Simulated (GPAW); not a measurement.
# Pd (Fm-3m) in GPAW: a series of runs

The runs below take Pd through band structure, with PBEsol.

Program: GPAW 26.7.0. These are calculated values, not measurements. Logs are shortened: lines on timing, memory, paths and dates and some standing lists are left out, and cuts for length are marked. The log counts tension as positive stress, the text compression.

**1. The crystal as given**

Symmetry: Fm-3m, No. 225, cubic system. Conventional cell: a = 3.893 Å, b = 3.893 Å, c = 3.893 Å, α = 90.00°, β = 90.00°, γ = 90.00°. Pd (site symmetry m-3m) is surrounded by 12 Pd at 2.75 Å.

**2. Band structure, PBEsol**

run.py reads:

```python
from ase import Atoms
from ase.dft.bandgap import bandgap
from ase.io import write
from ase.units import GPa
from gpaw import GPAW, PW, setup_paths

setup_paths.insert(0, '.')

atoms = Atoms(['Pd'],
              cell=[[0.0, 1.9465, 1.9465],
                    [1.9465, 0.0, 1.9465],
                    [1.9465, 1.9465, 0.0]],
              scaled_positions=[[0.0, 0.0, 0.0]],
              pbc=True)

calc = GPAW(mode=PW(600),
            xc='PBEsol',
            kpts={'size': (12, 12, 12), 'gamma': True},
            occupations={'name': 'fermi-dirac', 'width': 0.05},
            nbands=17,
            convergence={'density': 1e-05, 'energy': 1e-05},
            maxiter=150,
            txt='gpaw.txt')
atoms.calc = calc
energy = atoms.get_potential_energy()
forces = atoms.get_forces()
stress = atoms.get_stress()
calc.write('gs.gpw')
write('result.traj', atoms)
print(f'Energy: {energy:.6f} eV')
print('Forces (eV/A):')
print(forces.round(4))
print('Stress (GPa):', (stress / GPa).round(3))
print('Fermi level:', round(calc.get_fermi_level(), 4), 'eV')
print(f'Gap: {bandgap(calc)[0]:.4f} eV, direct: {bandgap(calc, direct=True)[0]:.4f} eV')

path = atoms.cell.bandpath('GXWKGLUWLK,UX', npoints=60, eps=1e-4)
bs_calc = calc.fixed_density(kpts=path, symmetry='off', nbands=25,
                             convergence={'bands': 'CBM+6.0', 'eigenstates': 1e-6}, txt='bands.txt')
bs = bs_calc.band_structure()
bs.write('bs.json')
print(f'Gap on the path: {bandgap(bs_calc)[0]:.4f} eV')
```

Potentials or basis: PAW data sets generated in the run's folder for this functional, pw.

Launch:

```bash
$ gpaw-setup -f PBEsol Pd
$ OMP_NUM_THREADS=1 python run.py
```

gpaw.txt:

```text
__  _  _
 | _ |_)|_||  |
 |__||  | ||/\| - 26.7.0

Input parameters:
  mode=PW(ecut=600.0),
  convergence={'density': 1e-05, 'energy': 1e-05},
  kpts=MonkhorstPack(size=(12, 12, 12), gamma=True),
  maxiter=150,
  nbands=17,
  occupations=Occupations(name='fermi-dirac', width=0.05),
  xc=XC(name='PBEsol')

Diagonalizing LCAO Hamiltonian
Converting LCAO to pw mode

       Pd

Atoms  # Å, Bohr magnetons
|   | symbol |        x |        y |        z |    initial magnetic moments |
|---|--------|----------|----------|----------|-----------------------------|
| 0 |     Pd | 0.000000 | 0.000000 | 0.000000 | ( 0.0000,  0.0000,  0.0000) |

Unit cell  # Å
| periodic |        x |        y |        z |  lengths |    angles |
|----------|----------|----------|----------|----------|-----------|
|      yes | 0.000000 | 1.946500 | 1.946500 | 2.752767 | 60.000000 |
|      yes | 1.946500 | 0.000000 | 1.946500 | 2.752767 | 60.000000 |
|      yes | 1.946500 | 1.946500 | 0.000000 | 2.752767 | 60.000000 |

Number of symmetries: 48
Symmetry operations  # r_c * U_cc + t_c -> r_c
|    | kind |            matrix            |
|----|------|------------------------------|
|  0 |  σ   |  1, 0, 0,  1, 0,-1,  1,-1, 0 |
|  1 |  C2  |  1, 0, 0,  1,-1, 0,  1, 0,-1 |
|  2 |  E   |  1, 0, 0,  0, 1, 0,  0, 0, 1 |
|  3 |  σ   |  1, 0, 0,  0, 0, 1,  0, 1, 0 |
|  4 |  C4  |  1, 0,-1,  1, 0, 0,  1,-1, 0 |
|  5 |  S6  |  1, 0,-1,  1,-1, 0,  1, 0, 0 |
|  6 |  σ   |  1, 0,-1,  0, 1,-1,  0, 0,-1 |
|  7 |  C3  |  1, 0,-1,  0, 0,-1,  0, 1,-1 |
|  8 |  S6  |  1,-1, 0,  1, 0, 0,  1, 0,-1 |
|  9 |  C4  |  1,-1, 0,  1, 0,-1,  1, 0, 0 |
| 10 |  C3  |  1,-1, 0,  0,-1, 1,  0,-1, 0 |
| 11 |  σ   |  1,-1, 0,  0,-1, 0,  0,-1, 1 |
| 12 |  σ   |  0, 1, 0,  1, 0, 0,  0, 0, 1 |
| 13 |  C4  |  0, 1, 0,  0, 1,-1, -1, 1, 0 |
| 14 |  C3  |  0, 1, 0,  0, 0, 1,  1, 0, 0 |
| 15 |  S6  |  0, 1, 0, -1, 1, 0,  0, 1,-1 |
| 16 |  C2  |  0, 1,-1,  1, 0,-1,  0, 0,-1 |
| 17 |  σ   |  0, 1,-1,  0, 1, 0, -1, 1, 0 |
| 18 |  S4  |  0, 1,-1,  0, 0,-1,  1, 0,-1 |
| 19 |  C4  |  0, 1,-1, -1, 1, 0,  0, 1, 0 |
| 20 |  C3  |  0, 0, 1,  1, 0, 0,  0, 1, 0 |
| 21 |  σ   |  0, 0, 1,  0, 1, 0,  1, 0, 0 |
| 22 |  S6  |  0, 0, 1,  0,-1, 1, -1, 0, 1 |
| 23 |  C4  |  0, 0, 1, -1, 0, 1,  0,-1, 1 |
| 24 |  S4  |  0, 0,-1,  1, 0,-1,  0, 1,-1 |
| 25 |  C3  |  0, 0,-1,  0, 1,-1,  1, 0,-1 |
| 26 |  C2  |  0, 0,-1,  0,-1, 0, -1, 0, 0 |
| 27 |  S6  |  0, 0,-1, -1, 0, 0,  0,-1, 0 |
| 28 |  S4  |  0,-1, 1,  1,-1, 0,  0,-1, 0 |
| 29 |  C4  |  0,-1, 1,  0, 0, 1, -1, 0, 1 |
| 30 |  C2  |  0,-1, 1,  0,-1, 0,  1,-1, 0 |
| 31 |  σ   |  0,-1, 1, -1, 0, 1,  0, 0, 1 |
| 32 |  C3  |  0,-1, 0,  1,-1, 0,  0,-1, 1 |
| 33 |  S6  |  0,-1, 0,  0, 0,-1, -1, 0, 0 |
| 34 |  S4  |  0,-1, 0,  0,-1, 1,  1,-1, 0 |
| 35 |  C2  |  0,-1, 0, -1, 0, 0,  0, 0,-1 |
| 36 |  C2  | -1, 1, 0,  0, 1, 0,  0, 1,-1 |
| 37 |  S6  | -1, 1, 0,  0, 1,-1,  0, 1, 0 |
| 38 |  S4  | -1, 1, 0, -1, 0, 1, -1, 0, 0 |
| 39 |  C3  | -1, 1, 0, -1, 0, 0, -1, 0, 1 |
| 40 |  S6  | -1, 0, 1,  0, 0, 1,  0,-1, 1 |
| 41 |  C2  | -1, 0, 1,  0,-1, 1,  0, 0, 1 |
| 42 |  C3  | -1, 0, 1, -1, 1, 0, -1, 0, 0 |
| 43 |  S4  | -1, 0, 1, -1, 0, 0, -1, 1, 0 |
| 44 |  C2  | -1, 0, 0,  0, 0,-1,  0,-1, 0 |
| 45 |  i   | -1, 0, 0,  0,-1, 0,  0, 0,-1 |
| 46 |  σ   | -1, 0, 0, -1, 1, 0, -1, 0, 1 |
| 47 |  C2  | -1, 0, 0, -1, 0, 1, -1, 1, 0 |

BZ-sampling:
  Number of BZ points: 1728
  Number of IBZ points: 72

  Monkhorst-Pack size: [12, 12, 12]
  Monkhorst-Pack shift: [0.041666666666666664, 0.041666666666666664, 0.041666666666666664]

K-points  # in reciprocal-cell coordinates
|     |                                coordinates |     weight |
|-----|--------------------------------------------|------------|
|   0 | ( -0.00000000,  -0.00000000,  -0.00000000) | 0.00057870 |
|   1 | (  0.08333333,   0.08333333,  -0.00000000) | 0.00347222 |
|   2 | (  0.08333333,   0.08333333,   0.08333333) | 0.00462963 |
|   3 | (  0.16666667,   0.08333333,   0.08333333) | 0.00694444 |
|   4 | (  0.16666667,   0.16666667,  -0.00000000) | 0.00347222 |
|   5 | (  0.16666667,   0.16666667,   0.08333333) | 0.01388889 |
|   6 | (  0.16666667,   0.16666667,   0.16666667) | 0.00462963 |
|   7 | (  0.25000000,   0.16666667,   0.08333333) | 0.01388889 |
|   8 | (  0.25000000,   0.16666667,   0.16666667) | 0.01388889 |
|   9 | (  0.25000000,   0.25000000,  -0.00000000) | 0.00347222 |
| ... |                                            |            |
|  71 | (  0.50000000,   0.50000000,   0.50000000) | 0.00231481 |

Plane wave coefficients: 531
Cutoff: 600.0 eV

Spin-components: 1 (collinear spins)
Bands:           17
Projectors:      6
Spin-degeneracy: 2
Datatype:        complex128

Parallelization:
  kpt:    1
  domain: 1
  band:   1

Density:
  Valence electrons: 16.0
  Components: 1
  Grid points: [16 16 16]
  Charge: 0.0  # |e|

Potential:
  Grid points: [16 16 16]

species:
  Pd:
    name:    Palladium
    Z:       46.0
    valence: 16
    core:    30
    charge:  0.0  # [|e|]
    compensation charges:
      type: gauss
      rc: 0.38  # [Å]
      lmax: 2
    cutoffs:
      filter: 2.38  # [Å]
      core: 2.28  # [Å]
    projectors
    | kind |    occ | energy [eV] | rcut [Å] |
    |------|--------|-------------|----------|
    |   5s |  0.000 |      -3.290 |    1.228 |
    |   4p |  6.000 |     -51.151 |    1.360 |
    |   5p |  0.000 |      -0.235 |    1.360 |
    |   4d | 10.000 |      -4.049 |    1.228 |
    |    s |        |      23.922 |    1.228 |
    |    d |        |      23.162 |    1.228 |

    Using partial waves for Pd as LCAO basis

Reference energy: -137160.600186  # eV

eigensolver:
  PPCG
  Converge bands: occupied
  niter=2

density mixing:
  MSR1-Mixer
  Pratt-step length: 0.05
  Maximum mixing coefficient: 0.75
  Old densities: 10
  SVD Regularization: 0.005
  Good broyden scale: 1.0
  Trust region scale: 1.0
  Backstep threshold: 4.0
  History deletion threshold: 6.0
  Fourier metric: weight=20.0, sigma=0.015

occupation numbers:
  Fermi-Dirac:
    width: 0.0500  # eV

poisson solver:
  ecut: 4800.0  # eV

xc functional:
  name: PBEsol with 2 nearest neighbor stencil

convergence criteria:
- Maximum integral of absolute [dens]ity change: 1e-05 electrons / valence electron
- Maximum [total energy] change in last 3 cyles: 1e-05 eV / valence electron
- Maximum integral of absolute [eigenst]ate change: 4e-08 eV^2 / valence electron
maximum number of iterations: 150

SCF iterations
|iter     | |      energy | eigst |  dens |
|---------|-|-------------|-------|-------|
|iter:   1| |   -5.721735 | -0.10 |       |
|iter:   2| |   -5.450113 | -2.55 | -0.96 |
|iter:   3| |   -4.612339 | -1.42 | -1.01 |
|iter:   4| |   -4.601114 | -3.39 | -2.02 |
|iter:   5| |   -4.597270 | -3.96 | -2.18 |
|iter:   6| |   -4.597277 | -6.31 | -3.58 |
|iter:   7| |   -4.597279c| -7.12 | -4.13 |
|iter:   8| |   -4.597279c| -7.71c| -4.94 |
|iter:   9| |   -4.597279c| -8.53c| -5.58c|

Converged in 9 steps
Energy contributions relative to reference atoms: (reference = -137160.600186)

Energy contributions:
  Kinetic:          -5.344358
  Coulomb:           0.463777
  Zero:             -0.148505
  External:          0.000000
  Xc:                0.441577
  Entropy:          -0.019540
  Spinorbit:         0.000000
  ----------------------------
  Free energy:      -4.607049
  Extrapolated:     -4.597279

dipole moment: (-11.611174, -11.611174, -11.611174)  # |e|*Ang

Fermi level: 9.318
Eigenvalues  # (at kpt = [-0.000, -0.000, -0.000])
| band index |      eig [eV] | occ [0-2] |
|------------|---------------|-----------|
|          0 |       -40.298 |     2.000 |
|          1 |       -40.298 |     2.000 |
|          2 |       -40.298 |     2.000 |
|          3 |         2.115 |     2.000 |
|          4 |         6.481 |     2.000 |
|          5 |         6.481 |     2.000 |
|          6 |         6.481 |     2.000 |
|          7 |         8.111 |     2.000 |
|          8 |         8.111 |     2.000 |
|          9 |        26.747 |     0.000 |
|         10 |        31.761 |     0.000 |
|         11 |        31.761 |     0.000 |
|         12 |        31.761 |     0.000 |
|         13 |        36.401 |     0.000 |
|         14 |        39.494 |     0.000 |
|         15 |        39.494 |     0.000 |
|         16 |        39.494 |     0.000 |

No gap
No difference between direct/indirect transitions

Forces  # eV/Ang
|        x |       y |        z |
|----------|---------|----------|
| -0.00000 | 0.00000 | -0.00000 |  # Pd   0

Stress tensor  # eV/Ang^3
|        x |         y |         z |
|----------|-----------|-----------|
| 0.015599 |  0.000000 |  0.000000 |
| 0.000000 |  0.015599 | -0.000000 |
| 0.000000 | -0.000000 |  0.015599 |

# Writing to gs.gpw (mode='')
```

Run time: 15 s. Hardware: 1 thread of Arm Neoverse V2, shared host; peak memory 0.17 GiB.

Results:

```yaml
Free_energy: -4.6070 eV
Pressure: -2.5 GPa
Band_gap_along_the_path: none (metal or under the smearing width)
```

Levels at the corners of the path, in eV from the Fermi level:
| point | band 6 | band 7 | band 8 | band 9 |
| --- | --- | --- | --- | --- |
| Γ | -2.84 | -2.84 | -1.21 | -1.21 |
| X | -0.03 | 0.31 | 0.31 | 3.26 |
| W | -3.38 | -1.31 | 0.31 | 8.92 |
| K | -1.97 | -0.94 | -0.15 | 7.09 |
| Γ | -2.84 | -2.84 | -1.21 | -1.21 |
| L | -2.88 | 0.00 | 0.00 | 0.93 |
| U | -1.97 | -0.94 | -0.15 | 7.09 |
| W | -3.38 | -1.31 | 0.31 | 8.92 |
| L | -2.88 | 0.00 | 0.00 | 0.93 |
| K | -1.97 | -0.94 | -0.15 | 7.09 |
| U | -1.97 | -0.94 | -0.15 | 7.09 |
| X | -0.03 | 0.31 | 0.31 | 3.26 |

**3. Band structure, PBEsol, spin-orbit coupling, no magnetisation**

Edit run.py of step 2 so:

```diff
@@ -1 +1,2 @@
+import numpy as np
 from ase import Atoms
@@ -5,2 +6,3 @@
 from gpaw import GPAW, PW, setup_paths
+from gpaw.spinorbit import soc_eigenstates
 
@@ -42 +44,7 @@
 print(f'Gap on the path: {bandgap(bs_calc)[0]:.4f} eV')
+
+soc = soc_eigenstates(bs_calc, theta=90, phi=0)
+np.savetxt('soc_bands.dat', soc.eigenvalues(), fmt='%.4f')
+mesh = soc_eigenstates('gs.gpw', theta=90, phi=0)
+np.savetxt('soc_mesh.dat', mesh.eigenvalues(), fmt='%.4f')
+print('Fermi level with spin-orbit coupling:', round(mesh.fermi_level, 4), 'eV')
```

Potentials or basis: PAW data sets generated in the run's folder for this functional, pw.

Launch:

```bash
$ gpaw-setup -f PBEsol Pd
$ OMP_NUM_THREADS=1 python run.py
```

Wall time 17 s (1 thread of Arm Neoverse V2, shared host); peak memory 0.24 GiB.

It converged, with:

```
Free energy             : -4.6070 eV
Pressure                : -2.5 GPa
Band gap along the path : none (metal or under the smearing width)
```

Levels at the corners of the path, in eV from the Fermi level:
| point | band 14 | band 15 | band 16 | band 17 | band 18 |
| --- | --- | --- | --- | --- | --- |
| Γ | -2.67 | -1.19 | -1.19 | -1.19 | -1.19 |
| X | 0.18 | 0.48 | 0.48 | 3.26 | 3.26 |
| W | -1.30 | 0.31 | 0.31 | 8.75 | 8.75 |
| K | -0.95 | -0.14 | -0.14 | 7.08 | 7.08 |
| Γ | -2.67 | -1.19 | -1.19 | -1.19 | -1.19 |
| L | -0.11 | 0.09 | 0.09 | 0.93 | 0.93 |
| U | -0.95 | -0.14 | -0.14 | 7.08 | 7.08 |
| W | -1.30 | 0.31 | 0.31 | 8.75 | 8.75 |
| L | -0.11 | 0.09 | 0.09 | 0.93 | 0.93 |
| K | -0.95 | -0.14 | -0.14 | 7.08 | 7.08 |
| U | -0.95 | -0.14 | -0.14 | 7.08 | 7.08 |
| X | 0.18 | 0.48 | 0.48 | 3.26 | 3.26 |

Caveat: spin-orbit coupling was added after a scalar SCF, so levels and gaps hold it while energy, forces, pressure and moments don't; this program's spin-orbit splittings come out too wide for heavy elements.
